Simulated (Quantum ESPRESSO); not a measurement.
# MnS (Fm-3m) in Quantum ESPRESSO: notebook, part 2 of 2

Quantum ESPRESSO 7.5. Earlier steps stand in the parts before.

### 3 Band structure, r2SCAN, collinear spin, ferromagnetic start

pw.in

```
&CONTROL
  calculation = 'scf'
  prefix = 'pwscf'
  outdir = './tmp'
  pseudo_dir = './pseudo'
  tprnfor = .true.
  disk_io = 'low'
/
&SYSTEM
  ibrav = 0
  nat = 2
  ntyp = 2
  ecutwfc = 70
  nbnd = 20
  input_dft = 'r2scan'
  occupations = 'smearing'
  smearing = 'fd'
  degauss = 0.00367493
  nspin = 2
  starting_magnetization(1) = 0.2667
  starting_magnetization(2) = 0
  nosym = .true.
/
&ELECTRONS
  conv_thr = 1d-08
  electron_maxstep = 120
  mixing_beta = 0.3
/
ATOMIC_SPECIES
Mn    54.9380 Mn_ONCV_PBE-1.2.upf
S     32.0600 S_ONCV_PBE-1.2.upf
CELL_PARAMETERS angstrom
   0.0000000000    2.6045000000    2.6045000000
   2.6045000000    0.0000000000    2.6045000000
   2.6045000000    2.6045000000    0.0000000000
ATOMIC_POSITIONS crystal
Mn     0.0000000000    0.0000000000    0.0000000000
S      0.5000000000    0.5000000000    0.5000000000
K_POINTS automatic
7 7 7 0 0 0
```

bands.in

```
&CONTROL
  calculation = 'bands'
  prefix = 'pwscf'
  outdir = './tmp'
  pseudo_dir = './pseudo'
  disk_io = 'low'
  verbosity = 'high'
/
&SYSTEM
  ibrav = 0
  nat = 2
  ntyp = 2
  ecutwfc = 70
  nbnd = 20
  input_dft = 'r2scan'
  occupations = 'smearing'
  smearing = 'fd'
  degauss = 0.00367493
  nspin = 2
  starting_magnetization(1) = 0.2667
  starting_magnetization(2) = 0
  nosym = .true.
/
&ELECTRONS
  conv_thr = 1d-08
  electron_maxstep = 120
  mixing_beta = 0.3
  diago_full_acc = .true.
  startingwfc = 'random'
/
ATOMIC_SPECIES
Mn    54.9380 Mn_ONCV_PBE-1.2.upf
S     32.0600 S_ONCV_PBE-1.2.upf
CELL_PARAMETERS angstrom
   0.0000000000    2.6045000000    2.6045000000
   2.6045000000    0.0000000000    2.6045000000
   2.6045000000    2.6045000000    0.0000000000
ATOMIC_POSITIONS crystal
Mn     0.0000000000    0.0000000000    0.0000000000
S      0.5000000000    0.5000000000    0.5000000000
K_POINTS crystal
60
 0.0000000000  0.0000000000  0.0000000000 1
 0.0625000000  0.0000000000  0.0625000000 1
 0.1250000000  0.0000000000  0.1250000000 1
 0.1875000000  0.0000000000  0.1875000000 1
 0.2500000000  0.0000000000  0.2500000000 1
 0.3125000000  0.0000000000  0.3125000000 1
 0.3750000000  0.0000000000  0.3750000000 1
 0.4375000000  0.0000000000  0.4375000000 1
 0.5000000000  0.0000000000  0.5000000000 1
 0.5000000000  0.0625000000  0.5625000000 1
 0.5000000000  0.1250000000  0.6250000000 1
 0.5000000000  0.1875000000  0.6875000000 1
 0.5000000000  0.2500000000  0.7500000000 1
 0.4375000000  0.3125000000  0.7500000000 1
 0.3750000000  0.3750000000  0.7500000000 1
 0.3375000000  0.3375000000  0.6750000000 1
 0.3000000000  0.3000000000  0.6000000000 1
 0.2625000000  0.2625000000  0.5250000000 1
 0.2250000000  0.2250000000  0.4500000000 1
 0.1875000000  0.1875000000  0.3750000000 1
 0.1500000000  0.1500000000  0.3000000000 1
 0.1125000000  0.1125000000  0.2250000000 1
 0.0750000000  0.0750000000  0.1500000000 1
 0.0375000000  0.0375000000  0.0750000000 1
 0.0000000000  0.0000000000  0.0000000000 1
 0.0625000000  0.0625000000  0.0625000000 1
 0.1250000000  0.1250000000  0.1250000000 1
 0.1875000000  0.1875000000  0.1875000000 1
 0.2500000000  0.2500000000  0.2500000000 1
 0.3125000000  0.3125000000  0.3125000000 1
 0.3750000000  0.3750000000  0.3750000000 1
 0.4375000000  0.4375000000  0.4375000000 1
 0.5000000000  0.5000000000  0.5000000000 1
 0.5250000000  0.4500000000  0.5250000000 1
 0.5500000000  0.4000000000  0.5500000000 1
 0.5750000000  0.3500000000  0.5750000000 1
 0.6000000000  0.3000000000  0.6000000000 1
 0.6250000000  0.2500000000  0.6250000000 1
 0.5833333333  0.2500000000  0.6666666667 1
 0.5416666667  0.2500000000  0.7083333333 1
 0.5000000000  0.2500000000  0.7500000000 1
 0.5000000000  0.2857142857  0.7142857143 1
 0.5000000000  0.3214285714  0.6785714286 1
 0.5000000000  0.3571428571  0.6428571429 1
 0.5000000000  0.3928571429  0.6071428571 1
 0.5000000000  0.4285714286  0.5714285714 1
 0.5000000000  0.4642857143  0.5357142857 1
 0.5000000000  0.5000000000  0.5000000000 1
 0.4821428571  0.4821428571  0.5357142857 1
 0.4642857143  0.4642857143  0.5714285714 1
 0.4464285714  0.4464285714  0.6071428571 1
 0.4285714286  0.4285714286  0.6428571429 1
 0.4107142857  0.4107142857  0.6785714286 1
 0.3928571429  0.3928571429  0.7142857143 1
 0.3750000000  0.3750000000  0.7500000000 1
 0.6250000000  0.2500000000  0.6250000000 1
 0.5937500000  0.1875000000  0.5937500000 1
 0.5625000000  0.1250000000  0.5625000000 1
 0.5312500000  0.0625000000  0.5312500000 1
 0.5000000000  0.0000000000  0.5000000000 1
```

Potentials or basis: SG15 PBE 1.2.

The run is started by

```
$ OMP_NUM_THREADS=1 mpirun -n 2 pw.x -nk 2 -in pw.in > pw.out
$ OMP_NUM_THREADS=1 mpirun -n 2 pw.x -nk 2 -in bands.in > bands.out
```

pw.out:

```text
This program is part of the open-source Quantum ESPRESSO suite
     for quantum simulation of materials; please cite
         "P. Giannozzi et al., J. Phys.:Condens. Matter 21 395502 (2009);
         "P. Giannozzi et al., J. Phys.:Condens. Matter 29 465901 (2017);
         "P. Giannozzi et al., J. Chem. Phys. 152 154105 (2020);
     in publications or presentations arising from this work. More details at

     IMPORTANT: XC functional enforced from input :
     Exchange-correlation= R2SCAN
                           (   0   0   0   0   0 497 498)
     Any further DFT definition will be discarded
     Please, verify this is what you really want

     K-points division:     npool     =       2
     Subspace diagonalization in iterative solution of the eigenvalue problem:
     a serial algorithm will be used

     G-vector sticks info
     --------------------
     sticks:   dense  smooth     PW     G-vecs:    dense   smooth      PW
     Sum         931     931    295                18883    18883    3215

     Using Slab Decomposition

     bravais-lattice index     =            0
     lattice parameter (alat)  =       6.9605  a.u.
     unit-cell volume          =     238.4513 (a.u.)^3
     number of atoms/cell      =            2
     number of atomic types    =            2
     number of electrons       =        21.00
     number of Kohn-Sham states=           20
     kinetic-energy cutoff     =      70.0000  Ry
     charge density cutoff     =     280.0000  Ry
     scf convergence threshold =      1.0E-08
     mixing beta               =       0.3000
     number of iterations used =            8  plain     mixing
     Exchange-correlation= R2SCAN
                           (   0   0   0   0   0 497 498)

     celldm(1)=   6.960465  celldm(2)=   0.000000  celldm(3)=   0.000000
[... 59 lines left out ...]
      QE if you need to modify them or to check their
      default values.

     WARNING: libxc functional with ID  498 depends
      on external parameters: check the user_guide of
      QE if you need to modify them or to check their
      default values.
     Generating pointlists ...
     new r_m :   0.2917 (alat units)  2.0302 (a.u.) for type    1
     new r_m :   0.2917 (alat units)  2.0302 (a.u.) for type    2

     Initial potential from superposition of free atoms

     starting charge      20.9350, renormalised to      21.0000
     Starting wfcs are random

     Self-consistent Calculation

     iteration #  1     ecut=    70.00 Ry     beta= 0.30
     Davidson diagonalization with overlap
     ethr =  1.00E-02,  avg # of iterations = 10.3

     total energy              =    -219.60912547 Ry
     estimated scf accuracy    <       8.82081375 Ry
[... 94 lines left out ...]
     iteration # 11     ecut=    70.00 Ry     beta= 0.30
     Davidson diagonalization with overlap
     ethr =  2.54E-10,  avg # of iterations =  1.9

     Magnetic moment per site  (integrated on atomic sphere of radius R)
     atom   1 (R=0.292)  charge= 13.1634  magn=  4.4919
     atom   2 (R=0.292)  charge=  4.7425  magn=  0.1789

     End of self-consistent calculation

     Number of k-points >= 100: set verbosity='high' to print the bands.

     the Fermi energy is    10.6063 ev

!    total energy              =    -219.73952883 Ry
     estimated scf accuracy    <          6.0E-09 Ry
     smearing contrib. (-TS)   =      -0.00004972 Ry
     internal energy E=F+TS    =    -219.73947912 Ry

     The total energy is F=E-TS. E is the sum of the following terms:
     one-electron contribution =    -116.14784074 Ry
     hartree contribution      =      64.76578988 Ry
     xc contribution           =     -26.86414614 Ry
     ewald contribution        =    -141.49328211 Ry

     total magnetization       =     5.00 Bohr mag/cell
     absolute magnetization    =     5.00 Bohr mag/cell

     convergence has been achieved in  11 iterations

     Forces acting on atoms (cartesian axes, Ry/au):

     atom    1 type  1   force =     0.00000004   -0.00000000   -0.00000008
     atom    2 type  2   force =    -0.00000004    0.00000000    0.00000008

     Total force =     0.000000     Total SCF correction =     0.000001
     SCF correction compared to forces is large: reduce conv_thr to get better values

=------------------------------------------------------------------------------=
   JOB DONE.
=------------------------------------------------------------------------------=
```

bands.out:

```text
This program is part of the open-source Quantum ESPRESSO suite
     for quantum simulation of materials; please cite
         "P. Giannozzi et al., J. Phys.:Condens. Matter 21 395502 (2009);
         "P. Giannozzi et al., J. Phys.:Condens. Matter 29 465901 (2017);
         "P. Giannozzi et al., J. Chem. Phys. 152 154105 (2020);
     in publications or presentations arising from this work. More details at
[... 1094 lines left out ...]
   -70.0542 -36.5150 -36.5090 -36.5090  -2.8442   4.8021   7.2800   7.2800
    10.6628  12.6872  13.1633  13.5934  13.5934  14.0075  18.7679  22.3941
    24.8670  24.8670  25.6972  25.6972

=------------------------------------------------------------------------------=
   JOB DONE.
=------------------------------------------------------------------------------=
```

Wall time 20 min (2 MPI ranks of Arm Neoverse N1, shared host); peak memory 0.46 GiB.

Results:

```yaml
Free_energy: -2989.7086 eV
Band_gap_on_the_k_mesh: 0.33 eV, indirect (least direct gap 2.34 eV)
Band_gap_along_the_path: 0.19 eV, indirect (least direct gap 2.32 eV)
Net_moment: 5.00 μB per cell
Absolute_moment: 5.00 μB per cell
Site_moments: Mn +4.49; S +0.18 μB
Valence_electrons_inside_the_program's_atomic_spheres: Mn 13.16; S 4.74
```

Levels at the corners of the path, in eV from the valence-band top:
Spin up:
| point | band 10 | band 11 | band 12 | band 13 | band 14 | band 15 | band 16 | band 17 |
| --- | --- | --- | --- | --- | --- | --- | --- | --- |
| Γ | -4.18 | -1.90 | -1.90 | -1.90 | 2.20 | 8.98 | 8.98 | 8.98 |
| X | -3.73 | -3.54 | -3.54 | -3.18 | 1.23 | 5.63 | 10.95 | 12.76 |
| W | -3.44 | -3.44 | -3.37 | -2.56 | 4.47 | 7.26 | 7.62 | 7.62 |
| K | -3.80 | -3.45 | -3.00 | -1.83 | 2.88 | 6.60 | 9.08 | 9.53 |
| Γ | -4.18 | -1.90 | -1.90 | -1.90 | 2.20 | 8.98 | 8.98 | 8.98 |
| L | -3.85 | -3.35 | 0.00 | 0.00 | 3.27 | 5.90 | 5.90 | 9.21 |
| U | -3.80 | -3.45 | -3.00 | -1.83 | 2.88 | 6.60 | 9.08 | 9.53 |
| W | -3.44 | -3.44 | -3.37 | -2.56 | 4.47 | 7.26 | 7.62 | 7.62 |
| L | -3.85 | -3.35 | 0.00 | 0.00 | 3.27 | 5.90 | 5.90 | 9.21 |
| K | -3.80 | -3.45 | -3.00 | -1.83 | 2.88 | 6.60 | 9.08 | 9.53 |
| U | -3.80 | -3.45 | -3.00 | -1.83 | 2.88 | 6.60 | 9.08 | 9.53 |
| X | -3.73 | -3.54 | -3.54 | -3.18 | 1.23 | 5.63 | 10.95 | 12.76 |
Spin down:
```csv
point,band 4,band 5,band 6,band 7,band 8,band 9,band 10,band 11,band 12,band 13
Γ,-46.98,-14.83,-1.57,-1.57,-1.57,1.58,1.58,1.58,1.68,1.68
X,-46.98,-13.32,-5.67,-3.19,-3.19,0.19,2.22,2.69,3.12,3.12
W,-46.98,-13.23,-4.79,-4.79,-4.11,2.37,2.37,2.45,3.03,3.12
K,-46.98,-13.27,-5.23,-4.79,-3.27,1.41,2.90,2.96,3.08,3.08
Γ,-46.98,-14.83,-1.57,-1.57,-1.57,1.58,1.58,1.58,1.68,1.68
L,-46.98,-13.50,-6.45,-3.16,-3.16,2.83,2.83,2.97,3.99,4.72
U,-46.98,-13.27,-5.23,-4.79,-3.27,1.41,2.90,2.96,3.08,3.08
W,-46.98,-13.23,-4.79,-4.79,-4.11,2.37,2.37,2.45,3.03,3.12
L,-46.98,-13.50,-6.45,-3.16,-3.16,2.83,2.83,2.97,3.99,4.72
K,-46.98,-13.27,-5.23,-4.79,-3.27,1.41,2.90,2.96,3.08,3.08
U,-46.98,-13.27,-5.23,-4.79,-3.27,1.41,2.90,2.96,3.08,3.08
X,-46.98,-13.32,-5.67,-3.19,-3.19,0.19,2.22,2.69,3.12,3.12
```

Caveat: the mesh misses the band edges, which the band path finds closer together; a cell with one magnetic atom can't hold antiferromagnetic order, which such compounds often take.
